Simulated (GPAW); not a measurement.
# GaN (P6_3mc) in GPAW: notebook, part 2 of 2

GPAW 26.7.0. The steps go on from the part before.

**3. Dielectric tensor, PBE**

run.py

```python
import numpy as np
from ase import Atoms
from ase.dft.bandgap import bandgap
from ase.io import write
from gpaw import GPAW, PW
from gpaw.response.df import DielectricFunction

atoms = Atoms(['Ga', 'Ga', 'N', 'N'],
              cell=[[3.18, 0.0, 0.0],
                    [-1.59, 2.753960784, 0.0],
                    [0.0, 0.0, 5.166]],
              scaled_positions=[[0.6666666667, 0.3333333333, 0.5],
                                [0.3333333333, 0.6666666667, 0.0],
                                [0.6666666667, 0.3333333333, 0.875],
                                [0.3333333333, 0.6666666667, 0.375]],
              pbc=True)

calc = GPAW(mode=PW(600),
            xc='PBE',
            kpts={'size': (8, 8, 4), 'gamma': True},
            occupations={'name': 'fermi-dirac', 'width': 0.001},
            nbands=18,
            convergence={'density': 1e-06},
            maxiter=150,
            txt='gpaw.txt')
atoms.calc = calc
energy = atoms.get_potential_energy()
calc.write('gs.gpw')
write('result.traj', atoms)
print(f'Energy: {energy:.6f} eV')
print('Fermi level:', round(calc.get_fermi_level(), 4), 'eV')
print(f'Gap: {bandgap(calc)[0]:.4f} eV, direct: {bandgap(calc, direct=True)[0]:.4f} eV')

for size in [(12, 12, 7), (17, 17, 9)]:
    name = 'x'.join(str(n) for n in size)
    dense = calc.fixed_density(kpts={'size': size, 'gamma': True},
                               nbands=54, convergence={'bands': 48, 'eigenstates': 1e-7},
                               update_fermi_level=True, txt=f'dense-{name}.txt')
    dense.write(f'{name}.gpw', mode='all')
    df = DielectricFunction(f'{name}.gpw', frequencies=np.array([0.0]), hilbert=False, eta=0.001,
                            ecut=80, nbands=48, intraband=False, txt=f'df-{name}.txt')
    for xc in ['RPA', 'ALDA', 'Bootstrap']:
        for direction in ['x', 'y', 'z', [0, 1, 1], [1, 0, 1], [1, 1, 0]]:
            e0, e = df.get_macroscopic_dielectric_constant(xc=xc, direction=direction)
            print(f'{name} {xc} {direction}: {e0:.4f} without, {e:.4f} with local fields')
```

Potentials or basis: GPAW PAW data sets (gpaw-data 1.2.1), pw.

Command:

```bash
> OMP_NUM_THREADS=1 python run.py
```

gpaw.txt:

```text
__  _  _
 | _ |_)|_||  |
 |__||  | ||/\| - 26.7.0

Input parameters:
  mode=PW(ecut=600.0),
  convergence={'density': 1e-06},
  kpts=MonkhorstPack(size=(8, 8, 4), gamma=True),
  maxiter=150,
  nbands=18,
  occupations=Occupations(name='fermi-dirac', width=0.001),
  xc=XC(name='PBE')

Diagonalizing LCAO Hamiltonian
Converting LCAO to pw mode

           N

           Ga
        N

        Ga

Atoms  # Å, Bohr magnetons
|   | symbol |         x |        y |        z |    initial magnetic moments |
|---|--------|-----------|----------|----------|-----------------------------|
| 0 |     Ga |  1.590000 | 0.917987 | 2.583000 | ( 0.0000,  0.0000,  0.0000) |
| 1 |     Ga | -0.000000 | 1.835974 | 0.000000 | ( 0.0000,  0.0000,  0.0000) |
| 2 |      N |  1.590000 | 0.917987 | 4.520250 | ( 0.0000,  0.0000,  0.0000) |
| 3 |      N | -0.000000 | 1.835974 | 1.937250 | ( 0.0000,  0.0000,  0.0000) |

Unit cell  # Å
| periodic |         x |        y |        z |  lengths |     angles |
|----------|-----------|----------|----------|----------|------------|
|      yes |  3.180000 | 0.000000 | 0.000000 | 3.180000 |  90.000000 |
|      yes | -1.590000 | 2.753961 | 0.000000 | 3.180000 |  90.000000 |
|      yes |  0.000000 | 0.000000 | 5.166000 | 5.166000 | 120.000000 |

Number of symmetries: 6
Symmetry operations  # r_c * U_cc + t_c -> r_c
|   | kind |            matrix            |
|---|------|------------------------------|
| 0 |  σ   |  1, 1, 0,  0,-1, 0,  0, 0, 1 |
| 1 |  E   |  1, 0, 0,  0, 1, 0,  0, 0, 1 |
| 2 |  C3  |  0, 1, 0, -1,-1, 0,  0, 0, 1 |
| 3 |  σ   |  0,-1, 0, -1, 0, 0,  0, 0, 1 |
| 4 |  σ   | -1, 0, 0,  1, 1, 0,  0, 0, 1 |
| 5 |  C3  | -1,-1, 0,  1, 0, 0,  0, 0, 1 |

BZ-sampling:
  Number of BZ points: 256
  Number of IBZ points: 35

  Monkhorst-Pack size: [8, 8, 4]
  Monkhorst-Pack shift: [0.0625, 0.0625, 0.125]

K-points  # in reciprocal-cell coordinates
|     |                                coordinates |     weight |
|-----|--------------------------------------------|------------|
|   0 | (  0.00000000,   0.00000000,   0.00000000) | 0.00390625 |
|   1 | (  0.00000000,   0.00000000,   0.25000000) | 0.00781250 |
|   2 | (  0.00000000,   0.00000000,   0.50000000) | 0.00390625 |
|   3 | (  0.12500000,   0.00000000,  -0.25000000) | 0.02343750 |
|   4 | (  0.12500000,   0.00000000,   0.00000000) | 0.02343750 |
|   5 | (  0.12500000,   0.00000000,   0.25000000) | 0.02343750 |
|   6 | (  0.12500000,   0.00000000,   0.50000000) | 0.02343750 |
|   7 | (  0.25000000,  -0.12500000,   0.00000000) | 0.02343750 |
|   8 | (  0.25000000,  -0.12500000,   0.25000000) | 0.04687500 |
|   9 | (  0.25000000,  -0.12500000,   0.50000000) | 0.02343750 |
| ... |                                            |            |
|  34 | (  0.50000000,   0.50000000,   0.50000000) | 0.01171875 |

Plane wave coefficients: 1532
Cutoff: 600.0 eV

Spin-components: 1 (collinear spins)
Bands:           18
Projectors:      20
Spin-degeneracy: 2
Datatype:        complex128

Parallelization:
  kpt:    1
  domain: 1
  band:   1

Density:
  Valence electrons: 16.0
  Components: 1
  Grid points: [18 18 30]
  Charge: 0.0  # |e|

Potential:
  Grid points: [18 18 30]

species:
  Ga:
    name:    Gallium
    Z:       31.0
    valence: 3
    core:    28
    charge:  0.0  # [|e|]
    compensation charges:
      type: gauss
      rc: 0.37  # [Å]
      lmax: 2
    cutoffs:
      filter: 2.06  # [Å]
      core: 4.17  # [Å]
    projectors
    | kind |    occ | energy [eV] | rcut [Å] |
    |------|--------|-------------|----------|
    |   4s |  2.000 |      -8.945 |    1.164 |
    |   4p |  1.000 |      -2.580 |    1.164 |
    |    s |        |      18.266 |    1.164 |
    |    p |        |      24.631 |    1.164 |
    |    d |        |       0.000 |    1.164 |

    Using partial waves for Ga as LCAO basis

  N:
    name:    Nitrogen
    Z:       7.0
    valence: 5
    core:    2
    charge:  0.0  # [|e|]
    compensation charges:
      type: gauss
      rc: 0.18  # [Å]
      lmax: 2
    cutoffs:
      filter: 1.11  # [Å]
      core: 0.96  # [Å]
    projectors
    | kind |    occ | energy [eV] | rcut [Å] |
    |------|--------|-------------|----------|
    |   2s |  2.000 |     -18.583 |    0.603 |
    |   2p |  3.000 |      -7.089 |    0.529 |
    |    s |        |       8.629 |    0.603 |
    |    p |        |      20.123 |    0.529 |
    |    d |        |       0.000 |    0.577 |

    Using partial waves for N as LCAO basis

Reference energy: -108732.786066  # eV

eigensolver:
  PPCG
  Converge bands: occupied
  niter=2

density mixing:
  MSR1-Mixer
  Pratt-step length: 0.05
  Maximum mixing coefficient: 0.75
  Old densities: 10
  SVD Regularization: 0.005
  Good broyden scale: 1.0
  Trust region scale: 1.0
  Backstep threshold: 4.0
  History deletion threshold: 6.0
  Fourier metric: weight=20.0, sigma=0.015

occupation numbers:
  Fermi-Dirac:
    width: 0.0010  # eV

poisson solver:
  ecut: 4800.0  # eV

xc functional:
  name: PBE with 2 nearest neighbor stencil

convergence criteria:
- Maximum integral of absolute [dens]ity change: 1e-06 electrons / valence electron
- Maximum [total energy] change in last 3 cyles: 0.0005 eV / valence electron
- Maximum integral of absolute [eigenst]ate change: 4e-08 eV^2 / valence electron
maximum number of iterations: 150

SCF iterations
|iter     | |      energy | eigst |  dens |
|---------|-|-------------|-------|-------|
|iter:   1| |  -27.390353 | -0.30 |       |
|iter:   2| |  -26.434185 | -1.87 | -0.57 |
|iter:   3| |  -23.821169 | -0.54 | -0.62 |
|iter:   4| |  -23.818604 | -2.95 | -1.30 |
|iter:   5| |  -23.819740c| -3.48 | -1.57 |
|iter:   6| |  -23.819766c| -5.44 | -2.87 |
|iter:   7| |  -23.819787c| -6.21 | -3.20 |
|iter:   8| |  -23.819787c| -7.48c| -4.24 |
|iter:   9| |  -23.819787c| -7.66c| -4.45 |
|iter:  10| |  -23.819787c| -8.12c| -4.92 |
|iter:  11| |  -23.819787c| -9.20c| -5.70 |
|iter:  12| |  -23.819787c| -9.98c| -6.15c|

Converged in 12 steps
Energy contributions relative to reference atoms: (reference = -108732.786066)

Energy contributions:
  Kinetic:          69.477679
  Coulomb:         -60.269516
  Zero:              0.116935
  External:          0.000000
  Xc:              -33.144885
  Entropy:          -0.000000
  Spinorbit:         0.000000
  ----------------------------
  Free energy:     -23.819787
  Extrapolated:    -23.819787

dipole moment: (-0.000023, -0.000040, -11.585890)  # |e|*Ang

Fermi level: 6.600
Eigenvalues  # (at kpt = [0.000, 0.000, 0.000])
| band index |      eig [eV] | occ [0-2] |
|------------|---------------|-----------|
|          0 |        -9.453 |     2.000 |
|          1 |        -7.073 |     2.000 |
|          2 |        -0.531 |     2.000 |
|          3 |         5.509 |     2.000 |
|          4 |         5.510 |     2.000 |
|          5 |         6.506 |     2.000 |
[... 8 lines left out ...]
|         14 |        18.416 |     0.000 |
|         15 |        18.416 |     0.000 |
|        ... |               |           |
|         17 |        21.834 |     0.000 |

Gap: 2.050 eV
Transition (v -> c):
  (s=0, k=0, n=7, [0.00, 0.00, 0.00]) -> (s=0, k=0, n=8, [0.00, 0.00, 0.00])
No difference between direct/indirect transitions
# Writing to gs.gpw (mode='')
```

stdout:

```text
Energy: -23.819787 eV
Fermi level: 6.6004 eV
Gap: 2.0502 eV, direct: 2.0502 eV
12x12x7 RPA x: 5.6856 without, 5.3703 with local fields
12x12x7 RPA y: 5.6856 without, 5.3703 with local fields
12x12x7 RPA z: 5.7909 without, 5.4730 with local fields
12x12x7 RPA [0, 1, 1]: 5.7383 without, 5.4217 with local fields
[... 22 lines left out ...]
17x17x9 ALDA z: 5.7799 without, 5.7041 with local fields
17x17x9 ALDA [0, 1, 1]: 5.7267 without, 5.6455 with local fields
17x17x9 ALDA [1, 0, 1]: 5.7267 without, 5.6455 with local fields
17x17x9 ALDA [1, 1, 0]: 5.6735 without, 5.5870 with local fields
17x17x9 Bootstrap x: 5.6735 without, 6.1489 with local fields
17x17x9 Bootstrap y: 5.6735 without, 6.1489 with local fields
17x17x9 Bootstrap z: 5.7799 without, 6.2562 with local fields
17x17x9 Bootstrap [0, 1, 1]: 5.7267 without, 6.2026 with local fields
17x17x9 Bootstrap [1, 0, 1]: 5.7267 without, 6.2026 with local fields
17x17x9 Bootstrap [1, 1, 0]: 5.6735 without, 6.1489 with local fields
```

df-12x12x7.txt:

```text
FrequencyGridDescriptor(from 0.000 to 0.000 eV, 1 points)
FrequencyGridDescriptor(from 0.000 to 0.000 eV, 1 points)

Calculating chi0 body with:
    Ground state adapter containing:
    Number of spins: 1
    Number of kpoints: 1008
    Number of irreducible kpoints: 112
[... 372 lines left out ...]
Self consistent fxc finished in 3 iterations !
Calculating Bootstrap kernel
0 alpha = (-0.038926454935495715-5.430598690886436e-19j)
1 alpha = (-0.03320657988655377+7.296157146517884e-19j)
2 alpha = (-0.03407081793490379-1.137099919113932e-19j)
3 alpha = (-0.03394077697239846-1.0355476500855278e-18j)
Self consistent fxc finished in 3 iterations !
Calculating Bootstrap kernel
0 alpha = (-0.039740190804929056+1.0426560524694938e-19j)
1 alpha = (-0.033856230873067696+5.706412445216981e-19j)
2 alpha = (-0.034752484428350605-3.3996791111113674e-20j)
3 alpha = (-0.03461654497009641-2.3539299649921587e-19j)
Self consistent fxc finished in 3 iterations !
```

Run time: 13 min. Hardware: 1 thread of Arm Neoverse V1, shared host; peak memory 1.3 GiB.

Results:

```
Free energy                             : -23.8198 eV
Band gap on the k mesh                  : 2.05 eV, direct
Electronic dielectric tensor (diagonal) : 5.36, 5.36, 5.46
```

Electronic dielectric tensor:
```
5.36 0.00 0.00
0.00 5.36 0.00
0.00 0.00 5.46
```

Caveat: the long-wavelength limit can be off by a per cent or two; an odd mesh through Γ misses points on the zone boundary, where band edges often lie.

**4. Band structure, PBEsol**

run.py

```python
from ase import Atoms
from ase.dft.bandgap import bandgap
from ase.io import write
from ase.units import GPa
from gpaw import GPAW, PW, setup_paths

setup_paths.insert(0, '.')

atoms = Atoms(['Ga', 'Ga', 'N', 'N'],
              cell=[[3.18, 0.0, 0.0],
                    [-1.59, 2.753960784, 0.0],
                    [0.0, 0.0, 5.166]],
              scaled_positions=[[0.6666666667, 0.3333333333, 0.5],
                                [0.3333333333, 0.6666666667, 0.0],
                                [0.6666666667, 0.3333333333, 0.875],
                                [0.3333333333, 0.6666666667, 0.375]],
              pbc=True)

calc = GPAW(mode=PW(800),
            xc='PBEsol',
            kpts={'size': (10, 10, 5), 'gamma': True},
            occupations={'name': 'fermi-dirac', 'width': 0.05},
            nbands=18,
            convergence={'density': 1e-05, 'energy': 1e-05},
            maxiter=150,
            txt='gpaw.txt')
atoms.calc = calc
energy = atoms.get_potential_energy()
forces = atoms.get_forces()
stress = atoms.get_stress()
calc.write('gs.gpw')
write('result.traj', atoms)
print(f'Energy: {energy:.6f} eV')
print('Forces (eV/A):')
print(forces.round(4))
print('Stress (GPa):', (stress / GPa).round(3))
print('Fermi level:', round(calc.get_fermi_level(), 4), 'eV')
print(f'Gap: {bandgap(calc)[0]:.4f} eV, direct: {bandgap(calc, direct=True)[0]:.4f} eV')

path = atoms.cell.bandpath('GMKGALHA,LM,KH', npoints=60, eps=1e-4)
bs_calc = calc.fixed_density(kpts=path, symmetry='off', nbands=29,
                             convergence={'bands': 'CBM+6.0', 'eigenstates': 1e-6}, txt='bands.txt')
bs = bs_calc.band_structure()
bs.write('bs.json')
print(f'Gap on the path: {bandgap(bs_calc)[0]:.4f} eV')
```

Potentials or basis: PAW data sets generated in the run's folder for this functional, pw.

Command:

```bash
> gpaw-setup -f PBEsol Ga N
> OMP_NUM_THREADS=1 python run.py
```

Run time: 64 s. Hardware: 1 thread of Arm Neoverse V2, shared host; peak memory 0.34 GiB.

Results (log left out):

| Property | Result |
| --- | --- |
| Free energy | -26.0362 eV |
| Pressure | 9.3 GPa |
| Largest force | 0.177 eV/Å |
| Band gap on the k mesh | 2.03 eV, direct |
| Band gap along the path | 2.03 eV, direct |

Forces in eV/Å, atoms in the order of the input:
```
Ga   0.000  0.000 -0.177
Ga   0.000  0.000 -0.177
N    0.000  0.000  0.177
N    0.000  0.000  0.177
```

Stress tensor (GPa, compression positive):
```
 8.58  0.00  0.00
 0.00  8.58  0.00
 0.00  0.00 10.78
```

Levels at the corners of the path, in eV from the valence-band top:
```tsv
point	band 5	band 6	band 7	band 8	band 9	band 10	band 11	band 12
Γ	-1.07	-0.06	0.00	0.00	2.03	4.34	9.26	9.91
M	-4.30	-2.77	-2.32	-0.98	5.02	5.64	6.06	8.74
K	-5.35	-3.09	-3.09	-2.78	5.03	7.97	7.97	8.39
Γ	-1.07	-0.06	0.00	0.00	2.03	4.34	9.26	9.91
A	-0.55	-0.55	-0.55	-0.55	4.35	4.35	8.55	8.55
L	-1.96	-1.96	-1.94	-1.94	4.39	4.39	7.86	7.86
H	-4.31	-4.31	-1.49	-1.49	6.51	6.51	7.29	7.29
A	-0.55	-0.55	-0.55	-0.55	4.35	4.35	8.55	8.55
L	-1.96	-1.96	-1.94	-1.94	4.39	4.39	7.86	7.86
M	-4.30	-2.77	-2.32	-0.98	5.02	5.64	6.06	8.74
K	-5.35	-3.09	-3.09	-2.78	5.03	7.97	7.97	8.39
H	-4.31	-4.31	-1.49	-1.49	6.51	6.51	7.29	7.29
```

**5. Band structure, PBEsol, spin-orbit coupling, no magnetisation**

Changes to run.py since step 4:

```diff
@@ -1 +1,2 @@
+import numpy as np
 from ase import Atoms
@@ -5,2 +6,3 @@
 from gpaw import GPAW, PW, setup_paths
+from gpaw.spinorbit import soc_eigenstates
 
@@ -45 +47,7 @@
 print(f'Gap on the path: {bandgap(bs_calc)[0]:.4f} eV')
+
+soc = soc_eigenstates(bs_calc, theta=0, phi=0)
+np.savetxt('soc_bands.dat', soc.eigenvalues(), fmt='%.4f')
+mesh = soc_eigenstates('gs.gpw', theta=0, phi=0)
+np.savetxt('soc_mesh.dat', mesh.eigenvalues(), fmt='%.4f')
+print('Fermi level with spin-orbit coupling:', round(mesh.fermi_level, 4), 'eV')
```

Command:

```bash
> gpaw-setup -f PBEsol Ga N
> OMP_NUM_THREADS=1 python run.py
```

Run time: 64 s. Hardware: 1 thread of Arm Neoverse V2, shared host; peak memory 0.39 GiB.

It converged, with:

| Item | Value |
| --- | --- |
| Free energy | -26.0362 eV |
| Pressure | 9.3 GPa |
| Largest force | 0.177 eV/Å |
| Band gap on the k mesh | 2.03 eV, direct |
| Band gap along the path | 2.03 eV, direct |

Forces in eV/Å, atoms in the order of the input:
```
Ga   0.000  0.000 -0.177
Ga   0.000  0.000 -0.177
N    0.000  0.000  0.177
N    0.000  0.000  0.177
```

Stress tensor (GPa, compression positive):
```
 8.58  0.00  0.00
 0.00  8.58  0.00
 0.00  0.00 10.78
```

Levels at the corners of the path, in eV from the valence-band top:
| point | band 12 | band 13 | band 14 | band 15 | band 16 | band 17 | band 18 | band 19 | band 20 | band 21 |
| --- | --- | --- | --- | --- | --- | --- | --- | --- | --- | --- |
| Γ | -0.07 | -0.01 | -0.01 | 0.00 | 0.00 | 2.03 | 2.03 | 4.33 | 4.33 | 9.25 |
| M | -2.77 | -2.33 | -2.33 | -0.99 | -0.99 | 5.01 | 5.01 | 5.63 | 5.63 | 6.05 |
| K | -3.09 | -3.09 | -3.07 | -2.79 | -2.79 | 5.02 | 5.02 | 7.95 | 7.96 | 7.97 |
| Γ | -0.07 | -0.01 | -0.01 | 0.00 | 0.00 | 2.03 | 2.03 | 4.33 | 4.33 | 9.25 |
| A | -0.57 | -0.54 | -0.54 | -0.54 | -0.54 | 4.34 | 4.34 | 4.34 | 4.34 | 8.53 |
| L | -1.98 | -1.94 | -1.94 | -1.94 | -1.94 | 4.38 | 4.38 | 4.38 | 4.38 | 7.85 |
| H | -4.29 | -1.50 | -1.50 | -1.49 | -1.49 | 6.49 | 6.49 | 6.51 | 6.51 | 7.26 |
| A | -0.57 | -0.54 | -0.54 | -0.54 | -0.54 | 4.34 | 4.34 | 4.34 | 4.34 | 8.53 |
| L | -1.98 | -1.94 | -1.94 | -1.94 | -1.94 | 4.38 | 4.38 | 4.38 | 4.38 | 7.85 |
| M | -2.77 | -2.33 | -2.33 | -0.99 | -0.99 | 5.01 | 5.01 | 5.63 | 5.63 | 6.05 |
| K | -3.09 | -3.09 | -3.07 | -2.79 | -2.79 | 5.02 | 5.02 | 7.95 | 7.96 | 7.97 |
| H | -4.29 | -1.50 | -1.50 | -1.49 | -1.49 | 6.49 | 6.49 | 6.51 | 6.51 | 7.26 |

Caveat: spin-orbit coupling was added after a scalar SCF, so levels and gaps hold it while energy, forces, pressure and moments don't; this program's spin-orbit splittings come out too wide for heavy elements.

**6. The runs side by side**

```tsv
task	level	potentials or basis	spin	k mesh	cutoff (eV)	smearing	response ecut	response k mesh	response bands	kernels	coarser k mesh	gap on the mesh (eV)	pressure (GPa)	largest force (eV/Å)
dielectric tensor	PBE	GPAW PAW data sets (gpaw-data 1.2.1), pw	off	8 × 8 × 4	600	fermi-dirac 0.001 eV	80 eV	17 × 17 × 9	48	["RPA", "ALDA", "Bootstrap"]	12 × 12 × 7	2.05	-	-
band structure	PBEsol	PAW data sets generated in the run's folder for this functional, pw	off	10 × 10 × 5	800	fermi-dirac 0.05 eV	-	-	-	-	-	2.03	9.3	0.18
band structure	PBEsol	PAW data sets generated in the run's folder for this functional, pw	SOC, no magnetisation	10 × 10 × 5	800	fermi-dirac 0.05 eV	-	-	-	-	-	2.03	9.3	0.18
```

Alike in all rows: cell as given.

Caveats: the long-wavelength limit can be off by a per cent or two (some runs); an odd mesh through Γ misses points on the zone boundary, where band edges often lie (some runs); spin-orbit coupling was added after a scalar SCF, so levels and gaps hold it while energy, forces, pressure and moments don't (some runs); this program's spin-orbit splittings come out too wide for heavy elements (some runs).

Absolute energies hang on the potentials; compare differences alone.

**7. How close it comes**

Step 3. A measured gap of GaN is 3.503 eV (direct; quoted in “Studying electronic properties in GaN without electrical contacts using γ-γ vs e−-γ Perturbed Angular Correlations”, 2019, pmc:6823545); the calculated 2.05 eV misses it by -1.45 eV. Spin-orbit coupling on Ga is left out. The value is that of PBE on a finite k mesh, which can miss the band edges, without temperature or zero-point motion. Semilocal functionals fall short of measured gaps as a rule.

Step 4. Against the measured gap of GaN, 3.503 eV (direct; quoted in “Studying electronic properties in GaN without electrical contacts using γ-γ vs e−-γ Perturbed Angular Correlations”, 2019, pmc:6823545), the calculated 2.03 eV is off by -1.47 eV. Spin-orbit coupling on Ga is left out. The value is that of PBEsol, without temperature or zero-point motion. Semilocal functionals fall short of measured gaps as a rule.

Step 5. A measured gap of GaN is 3.503 eV (direct; quoted in “Studying electronic properties in GaN without electrical contacts using γ-γ vs e−-γ Perturbed Angular Correlations”, 2019, pmc:6823545); the calculated 2.03 eV misses it by -1.48 eV. The value is that of PBEsol, without temperature or zero-point motion. Semilocal functionals fall short of measured gaps as a rule.
